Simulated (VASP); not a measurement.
CdGeAs2:

```
Cd As Ge
1.0
    -2.98887    2.98887    5.66430
     2.98887   -2.98887    5.66430
     2.98887    2.98887   -5.66430
Cd As Ge
2 4 2
Direct
  0.50000 0.50000 0.00000
  0.25000 0.75000 0.50000
  0.09622 0.12500 0.47122
  0.37500 0.90378 0.02878
  0.65378 0.62500 0.52878
  0.87500 0.34622 0.97122
  0.75000 0.25000 0.50000
  0.00000 0.00000 0.00000
```

The cell is a database's computed one.

Base run:

| Property | Result |
| --- | --- |
| Program | VASP 6.6.1 |
| Functional | PBE |
| Potentials or basis | VASP PAW PBE potentials, release 64 (Cd, As, Ge_d) |
| Cutoff | 520 eV |
| k mesh | 6 × 6 × 6 |
| Occupations | gaussian, width 0.02 eV |
| Spin | no spin polarisation |

Its results: band gap on the k mesh 0.19 eV, indirect (least direct gap 0.21 eV); pressure 2.4 GPa; largest force 0.134 eV/Å.

The run is repeated on the same cell with these changes: functional from PBE to PBEsol. What comes out?

Band gap on the k mesh 0.19 eV, indirect (least direct gap 0.21 eV); pressure -0.5 GPa; largest force 0.170 eV/Å.

PBEsol binds more tightly than PBE, so the same cell stands under less pressure.

Caveats: the mesh misses the band edges, which the band path finds closer together; the PAW data sets were made with another functional, which shifts forces and pressure a little (some runs).
